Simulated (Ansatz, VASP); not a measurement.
# HgSe: VASP beside Ansatz

```
Hg Se
1.0
     0.00000    3.09267    3.09267
     3.09267    0.00000    3.09267
     3.09267    3.09267    0.00000
Hg Se
1 1
Cartesian
  0.0000 0.0000 0.0000
  1.5463 1.5463 1.5463
```

The cell was built by a generator and needn't be a form met in nature.

Alike in both runs: task single point; functional HSE06; k mesh 4 × 4 × 4; occupations fermi-dirac, width 0.02 eV; no spin polarisation.

```csv
,VASP,Ansatz
version,VASP 6.6.1,Ansatz 0.2.0
potentials or method,"VASP PAW PBE potentials, release 64 (Hg, Se)","plane waves, PAW"
plane-wave cutoff (eV),520,420
valence electrons in the cell,18,36
```

```tsv
	VASP	Ansatz	Ansatz less VASP
pressure (GPa)	0.3	0.2	-0.13
```

The two sets of potentials don't hold the same shells in valence. Ansatz warned: «filled_band_counts_differ_across_k_points».

Caveats: the k mesh is coarse (spacing up to 0.44 Å⁻¹), so the values aren't converged, least of all with exact exchange; the PAW data sets were made with another functional, which shifts forces and pressure a little (VASP). Spin-orbit coupling is left out, which matters for the levels of Hg.
